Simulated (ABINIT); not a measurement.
Crystal: Al.

```xyz
1
Lattice="2.7218 0.0000 0.0000 0.0000 2.7218 0.0000 0.0000 0.0000 2.7218" Properties=species:S:1:pos:R:3 pbc="T T T"
Al    0.0000    0.0000    0.0000
```

The cell was built by a generator and needn't be a form met in nature.

Base run:

```yaml
Program: ABINIT 10.8.3 (patched build)
Functional: revPBE
Potentials_or_basis: JTH PAW PBE v2.0
Cutoff: 490 eV
k_mesh: 10 × 10 × 10
Occupations: fermi-dirac, width 0.05 eV
Spin: no spin polarisation
```

Its results: band gap on the k mesh none (metal or under the smearing width); pressure 1.0 GPa.

**Question.** After a change of settings the same cell gave: band gap on the k mesh none (metal or under the smearing width); pressure -1.2 GPa. Which change was it?
A. functional from revPBE to RPBE
B. functional from revPBE to SCAN
C. functional from revPBE to BLYP
D. functional from revPBE to PW91

**Answer.** B.

Caveats: the PAW data sets were made with another functional, which shifts forces and pressure a little.
